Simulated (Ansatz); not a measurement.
The system is NaH.

```
CELL_PARAMETERS angstrom
0.00000 2.44000 2.44000
2.44000 0.00000 2.44000
2.44000 2.44000 0.00000
ATOMIC_POSITIONS crystal
Na 0.00000 0.00000 0.00000
H 0.50000 0.50000 0.50000
```

Base run:

```yaml
Program: Ansatz 0.2.0
Functional: PBE0
Potentials_or_basis: all-electron PAW datasets made for the crystal
Cutoff: 180 eV (chosen from the basis error)
k_mesh: 6 × 6 × 6
Occupations: fermi-dirac, width 0.05 eV
Spin: no spin polarisation
```

Its results: band gap on the k mesh 5.51 eV, indirect (least direct gap 6.41 eV); pressure -1.0 GPa.

Task: The run is repeated on the same cell with these changes: functional from PBE0 to HSE06. What comes out?

Result: Band gap on the k mesh 4.79 eV, indirect (least direct gap 5.68 eV); pressure -1.0 GPa.

A k mesh can miss the band edges.
